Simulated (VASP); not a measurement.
# Si in VASP: one cell, several levels of theory, part 2 of 2

VASP 6.6.1, plane waves, PAW. Earlier steps stand in the parts before.

## Step 3: r2SCAN at this geometry

INCAR

```
ENCUT = 520.000000
SIGMA = 0.010000
EDIFF = 1.00e-07
ALGO = Normal
METAGGA = R2SCAN
PREC = Accurate
IBRION = -1
ISIF = 2
ISMEAR = 0
NBANDS = 16
NELM = 120
NSW = 0
LASPH = .TRUE.
LCHARG = .FALSE.
LWAVE = .FALSE.
LREAL = .FALSE.
```

KPOINTS

```
KPOINTS created by Atomic Simulation Environment
0
Gamma
12 12 4
0 0 0
```

KPOINTS_OPT

```
special points
7
Reciprocal
0.0000000000 0.0000000000 0.0000000000 1
0.5000000000 0.0000000000 0.0000000000 1
0.3333333333 0.3333333333 0.0000000000 1
0.0000000000 0.0000000000 0.5000000000 1
0.5000000000 0.0000000000 0.5000000000 1
0.3333333333 0.3333333333 0.5000000000 1
0.0000000000 0.5000000000 0.0000000000 1
```

POSCAR

```
Si
 1.0000000000000000
     3.8321295590073570    0.0000000000000000    0.0000000000000000
    -1.9160647795036785    3.3187215486936292    0.0000000000000000
     0.0000000000000000    0.0000000000000000    6.0875681860000004
 Si
   4
Cartesian
 -0.0000000000000000  2.2124810324624193 -0.0138384338235808
  1.9160647795036783  1.1062405162312097  3.0299456591764198
 -0.0000000000000000  2.2124810324624193  2.2966765035735808
  1.9160647795036783  1.1062405162312097  5.3404605965735810
```

On the command line:

```
mpirun -np 1 vasp_std
```

Printed to the terminal (iteration lines stand in OSZICAR):

```text
POSCAR found type information on POSCAR Si
 POSCAR found :  1 types and       4 ions
 -----------------------------------------------------------------------------
|                                                                             |
|                                                                             |
|     You enforced a specific xc type in the INCAR file but a different       |
|     I HOPE YOU KNOW WHAT YOU ARE DOING!                                     |
|                                                                             |
 -----------------------------------------------------------------------------

 LDA part: xc-table for (None), standard interpolation
 POSCAR, INCAR and KPOINTS ok, starting setup
 FFT: planning ... GRIDC
 FFT: planning ... GRID_SOFT
 FFT: planning ... GRID
 WAVECAR not read
 entering main loop
 Start KPOINTS_OPT (optional k-point list driver)
k-point batch [1-7\7]
```

OSZICAR:

```text
N       E                     dE             d eps       ncg     rms          rms(c)
DAV:   1     0.133841396531E+02    0.13384E+02   -0.61874E+03  1824   0.849E+02
DAV:   2    -0.354198631152E+02   -0.48804E+02   -0.44270E+02  2480   0.128E+02
DAV:   3    -0.372867415645E+02   -0.18669E+01   -0.18525E+01  2456   0.233E+01
DAV:   4    -0.373064316705E+02   -0.19690E-01   -0.19686E-01  2256   0.309E+00
DAV:   5    -0.373067526105E+02   -0.32094E-03   -0.32091E-03  2464   0.373E-01    0.889E+00
DAV:   6    -0.349749776521E+02    0.23318E+01   -0.24142E-01  2208   0.311E+00    0.615E+00
DAV:   7    -0.349618976658E+02    0.13080E-01   -0.29764E-01  2136   0.283E+00    0.547E-01
DAV:   8    -0.349570185420E+02    0.48791E-02   -0.18547E-02  2152   0.747E-01    0.609E-01
DAV:   9    -0.349574038231E+02   -0.38528E-03   -0.64868E-04  2376   0.204E-01    0.310E-02
DAV:  10    -0.349574196695E+02   -0.15846E-04   -0.29445E-05  2328   0.370E-02    0.388E-02
DAV:  11    -0.349574202977E+02   -0.62820E-06   -0.42875E-06  2272   0.134E-02    0.615E-03
DAV:  12    -0.349574241883E+02   -0.38907E-05   -0.47365E-07  2392   0.420E-03    0.234E-03
DAV:  13    -0.349574249451E+02   -0.75674E-06   -0.57638E-08  1376   0.151E-03    0.259E-04
DAV:  14    -0.349574247853E+02    0.15973E-06   -0.88040E-09  1224   0.586E-04    0.158E-04
DAV:  15    -0.349574247561E+02    0.29223E-07   -0.12487E-09  1136   0.240E-04
   1 F= -.34957425E+02 E0= -.34957425E+02  d E =-.147077E-18
       N       E                     dE             ncg
DAV:   1     0.173931619299E+04   -0.24753E+04      224
DAV:   2     0.141196126286E+04   -0.32735E+03      296
DAV:   3     0.140025108104E+04   -0.11710E+02      328
DAV:   4     0.140009473562E+04   -0.15635E+00      264
DAV:   5     0.140009218304E+04   -0.25526E-02      304
DAV:   6     0.140009211038E+04   -0.72652E-04      264
DAV:   7     0.140009210730E+04   -0.30865E-05      328
DAV:   8     0.140009210728E+04   -0.14269E-07      208
```

OUTCAR, selected sections:

```text
k-points           NKPTS =     57   k-points in BZ     NKDIM =     57   number of bands    NBANDS=     16

   NELECT =      16.0000    total number of electrons

   dimension x,y,z NGX =    30 NGY =   30 NGZ =   48
   dimension x,y,z NGXF=    60 NGYF=   60 NGZF=   96

  energy-cutoff  :      520.00
  volume of cell :       77.42
      direct lattice vectors                 reciprocal lattice vectors
     3.832129559  0.000000000  0.000000000     0.260951511  0.150660425  0.000000000
    -1.916064780  3.318721549  0.000000000     0.000000000  0.301320851  0.000000000
     0.000000000  0.000000000  6.087568186     0.000000000  0.000000000  0.164269207

 k-points in reciprocal lattice and weights: KPOINTS created by Atomic Simulation Env
   0.00000000  0.00000000  0.00000000       0.002
   0.08333333  0.00000000  0.00000000       0.010
   0.16666667 -0.00000000  0.00000000       0.010
   0.25000000  0.00000000  0.00000000       0.010
   0.33333333 -0.00000000  0.00000000       0.010
   0.41666667  0.00000000  0.00000000       0.010
   0.50000000  0.00000000  0.00000000       0.005
   0.08333333  0.08333333  0.00000000       0.010
[... 49 more k-points ...]

 E-fermi :   6.3523

 k-point     1 :       0.0000    0.0000    0.0000
  band No.  band energies     occupation
      1      -6.7019      2.00000
      2      -3.9627      2.00000
      3      -1.2857      2.00000
      4       4.4398      2.00000
      5       4.4398      2.00000
      6       6.2391      2.00000
      7       6.2952      2.00000
      8       6.2952      2.00000
      9       7.3398      0.00000
     10       8.3194      0.00000
     11       8.3194      0.00000
     12       9.5294      0.00000
     13      10.8300      0.00000
     14      10.8300      0.00000
     15      10.8735      0.00000
     16      12.4331      0.00000

 k-point     2 :       0.0833    0.0000    0.0000
  band No.  band energies     occupation
      1      -6.6168      2.00000
      2      -3.8756      2.00000
      3      -1.2414      2.00000
      4       3.7461      2.00000
      5       4.2646      2.00000
      6       5.6976      2.00000
      7       6.0602      2.00000
      8       6.1381      2.00000
      9       7.7824      0.00000
     10       8.5339      0.00000
     11       8.5957      0.00000
     12       9.6620      0.00000
     13      10.6767      0.00000
     14      11.1586      0.00000
     15      11.4603      0.00000
     16      11.9748      0.00000

 k-point     3 :       0.1667   -0.0000    0.0000
  band No.  band energies     occupation
      1      -6.3635      2.00000
      2      -3.6164      2.00000
      3      -1.1396      2.00000
      4       2.5241      2.00000
      5       3.8733      2.00000
      6       4.4633      2.00000
      7       5.5770      2.00000
      8       5.7784      2.00000
      9       7.7181      0.00000
     10       9.2046      0.00000
     11       9.7505      0.00000
     12       9.8782      0.00000
     13      10.3483      0.00000
     14      11.2612      0.00000
     15      12.0309      0.00000
     16      12.1368      0.00000

 k-point     4 :       0.2500    0.0000    0.0000
  band No.  band energies     occupation
      1      -5.9501      2.00000
      2      -3.1915      2.00000
      3      -1.1260      2.00000
      4       1.4692      2.00000
      5       3.1110      2.00000
      6       3.4583      2.00000
      7       4.8999      2.00000
      8       5.3884      2.00000
      9       7.3922      0.00000
     10       9.6630      0.00000
     11       9.7295      0.00000
     12      10.3810      0.00000
     13      10.4627      0.00000
     14      11.6036      0.00000
     15      12.4988      0.00000
     16      13.2672      0.00000

 k-point     5 :       0.3333   -0.0000    0.0000
  band No.  band energies     occupation
      1      -5.3977      2.00000
      2      -2.6191      2.00000
      3      -1.5217      2.00000
      4       1.0243      2.00000
      5       1.8238      2.00000
      6       3.1222      2.00000
      7       4.1500      2.00000
      8       5.0684      2.00000
      9       7.0370      0.00000
     10       9.3931      0.00000
     11       9.7373      0.00000
     12      10.0804      0.00000
     13      10.9608      0.00000
     14      12.9987      0.00000
     15      13.5972      0.00000
     16      13.9127      0.00000

 k-point     6 :       0.4167    0.0000    0.0000
  band No.  band energies     occupation
      1      -4.7756      2.00000
      2      -2.2658      2.00000
      3      -1.9623      2.00000
      4       0.7231      2.00000
      5       1.1599      2.00000
      6       2.9088      2.00000
      7       3.4732      2.00000
      8       4.8638      2.00000
      9       6.7747      0.00000
     10       9.1635      0.00000
     11       9.6687      0.00000
     12       9.8947      0.00000
     13      11.5442      0.00000
     14      13.5989      0.00000
     15      14.1318      0.00000
     16      14.7768      0.00000

 k-point     7 :       0.5000    0.0000    0.0000
  band No.  band energies     occupation
      1      -4.4031      2.00000
      2      -2.7150      2.00000
      3      -1.5543      2.00000
      4       0.1651      2.00000
      5       1.3260      2.00000
      6       2.8360      2.00000
      7       3.1559      2.00000
      8       4.7939      2.00000
      9       6.6800      0.00000
     10       9.0839      0.00000
     11       9.6318      0.00000
     12       9.8360      0.00000
     13      11.8913      0.00000
     14      13.6542      0.00000
     15      13.7374      0.00000
     16      15.1895      0.00000

 k-point     8 :       0.0833    0.0833    0.0000
  band No.  band energies     occupation
      1      -6.4475      2.00000
      2      -3.7025      2.00000
      3      -1.1672      2.00000
      4       2.9046      2.00000
      5       3.8785      2.00000
      6       4.8601      2.00000
      7       5.7677      2.00000
      8       5.8088      2.00000
      9       8.1539      0.00000
     10       8.4928      0.00000
     11       9.5356      0.00000
     12       9.8586      0.00000
     13      10.8531      0.00000
     14      11.1031      0.00000
     15      11.5495      0.00000
     16      11.9921      0.00000

 k-point     9 :       0.1667    0.0833    0.0000
  band No.  band energies     occupation
      1      -6.1136      2.00000
      2      -3.3599      2.00000
      3      -1.0975      2.00000
      4       1.8875      2.00000
      5       3.3287      2.00000
      6       3.6729      2.00000
      7       5.2430      2.00000
      8       5.3236      2.00000
      9       8.0261      0.00000
     10       9.1402      0.00000
     11      10.1474      0.00000
     12      10.2052      0.00000
     13      10.5969      0.00000
     14      11.2009      0.00000
     15      11.9792      0.00000
     16      12.2703      0.00000

 k-point    10 :       0.2500    0.0833    0.0000
  band No.  band energies     occupation
      1      -5.6279      2.00000
      2      -2.8587      2.00000
      3      -1.2747      2.00000
      4       1.1880      2.00000
      5       2.4109      2.00000
      6       2.8693      2.00000
      7       4.5516      2.00000
      8       4.8947      2.00000
      9       7.7139      0.00000
     10       9.3146      0.00000
     11      10.0656      0.00000
     12      10.4787      0.00000
     13      10.7646      0.00000
     14      11.6339      0.00000
     15      13.2304      0.00000
     16      13.3282      0.00000

 k-point    11 :       0.3333    0.0833    0.0000
  band No.  band energies     occupation
      1      -5.0259      2.00000
      2      -2.2298      2.00000
      3      -1.8991      2.00000
      4       1.1044      2.00000
      5       1.2320      2.00000
      6       2.5745      2.00000
      7       3.8179      2.00000
      8       4.5912      2.00000
      9       7.4420      0.00000
     10       9.0140      0.00000
     11       9.8025      0.00000
     12      10.6305      0.00000
     13      11.3131      0.00000
     14      12.9062      0.00000
     15      13.6592      0.00000
     16      14.5550      0.00000

 k-point    12 :       0.4167    0.0833    0.0000
  band No.  band energies     occupation
      1      -4.4509      2.00000
      2      -2.5919      2.00000
      3      -1.6121      2.00000
      4       0.3292      2.00000
      5       1.2980      2.00000
      6       2.4847      2.00000
      7       3.2352      2.00000
      8       4.4355      2.00000
      9       7.2868      0.00000
     10       8.8241      0.00000
     11       9.6554      0.00000
     12      10.6758      0.00000
     13      11.8514      0.00000
     14      13.6471      0.00000
     15      13.7719      0.00000
     16      14.5476      0.00000

[... the tables of k-points 13 to 57 left out ...]

  Total        0.6898357      0.6898357      4.6872659      0.0000000     -0.0000000      0.0000000
  in kB       14.2758311     14.2758311     97.0008045      0.0000000     -0.0000000      0.0000000
  external PRESSURE =      41.8508222 kB  Pullay stress =       0.0000000 kB

 POSITION                                       TOTAL-FORCE (eV/Angst)
 -----------------------------------------------------------------------------------
      0.00000      2.21248      6.07373         0.000000      0.000000     -0.000122
      1.91606      1.10624      3.02995        -0.000000     -0.000000     -0.000122
      0.00000      2.21248      2.29668         0.000000     -0.000000      0.000122
      1.91606      1.10624      5.34046        -0.000000      0.000000      0.000122
 -----------------------------------------------------------------------------------
    total drift:                                0.000000     -0.000000     -0.000000

  FREE ENERGIE OF THE ION-ELECTRON SYSTEM (eV)
  ---------------------------------------------------
  free  energy   TOTEN  =       -34.9574247561 eV

  energy  without entropy=      -34.9574247561  energy(sigma->0) =      -34.95742476
```

It took 4.3 min on 1 MPI rank of Intel Xeon Platinum 8488C, shared host; peak memory 0.24 GiB.

The levels at the points of KPOINTS_OPT are read from vasprun.xml.

Levels at the named points, in eV from the top of band v (v: the last filled band by count, c: the next):

```
point    v−1      v     c   c+1
    Γ   0.00   0.00  1.04  2.02
    M  -3.14  -1.50  0.38  2.79
    K  -3.82  -3.43  1.04  5.55
    A  -1.15  -1.15  1.96  1.96
    L  -2.36  -2.36  1.22  1.22
    H  -1.89  -1.89  2.16  2.16
```

Gap with r2SCAN: 0.38 eV, valence top at Γ, conduction bottom at M. Least direct gap: 1.04 eV. The pressure is 4.19 GPa; the forces vanish within 0.01 eV/Å.

## Step 4: What came out

This closing draws on all 2 parts.

```
 level  gap (eV)  pressure (GPa)
   PBE      0.19            5.47
r2SCAN      0.38            4.19
```

What this shows: The gap runs from 0.19 eV (PBE) to 0.38 eV (r2SCAN). At this one volume the pressure spans 4.2 GPa (r2SCAN) to 5.5 GPa (PBE): PBE wants the largest cell and r2SCAN the smallest.
